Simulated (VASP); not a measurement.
The system is MnS.

```xyz
2
Lattice="1.8300 1.0565 2.9709 -1.8300 1.0565 2.9709 0.0000 -2.1131 2.9709" Properties=species:S:1:pos:R:3 pbc="T T T"
Mn    0.0000    0.0000    0.0000
S     0.0000    0.0000    4.4564
```

The cell is a database's computed one.

| Item | Value |
| --- | --- |
| Program | VASP 6.6.1 |
| Task | single point |
| Functional | PBE |
| Potentials or basis | VASP PAW PBE potentials, release 64 (Mn_pv, S_h) |
| Cutoff | 1400 eV |
| k mesh | 13 × 13 × 13 |
| Occupations | gaussian, width 0.05 eV |
| Spin | collinear spin, ferromagnetic start |
| Starting moments | [4.0, 0.0] μB |

On this cell: pressure -2.1 GPa; largest force under 0.003 eV/Å; net moment 4.61 μB per cell; site moments Mn +4.19; S +0.06 μB; band gap on the k mesh none (metal or under the smearing width).

The same run follows on a disturbed copy (grid = ENCUT=1400 k=13x13x13 ISMEAR=0 SIGMA=0.05 PREC=Accurate EDIFF=1e-08 LREAL=False ADDGRID=False LASPH=True; atoms moved at random, drawn with an rms of 0.1 Å):

```
Mn S
1.0
     1.83000    1.05655    2.97092
    -1.83000    1.05655    2.97092
     0.00000   -2.11310    2.97092
Mn S
1 1
Direct
  0.99966 0.00398 0.98904
  0.48025 0.50159 0.52889
```

Question: What changes?

Answer: The energy (extrapolated to zero smearing) moves by +11.7 meV/atom; pressure -1.5 GPa; largest force 0.378 eV/Å; net moment 4.62 μB per cell; site moments Mn +4.18; S +0.06 μB; band gap on the k mesh none (metal or under the smearing width).

Forces in eV/Å, atoms in the order of the input:
```
Mn  -0.105 -0.322  0.168
S    0.105  0.322 -0.168
```

Stress tensor (GPa, compression positive):
```
-1.43  0.22 -0.35
 0.22 -1.80 -0.13
-0.35 -0.13 -1.14
```

Caveats: a cell with one magnetic atom can't hold antiferromagnetic order, which such compounds often take; semilocal functionals often make such compounds metallic where correlation or magnetic order opens a gap, which also shifts bond lengths.
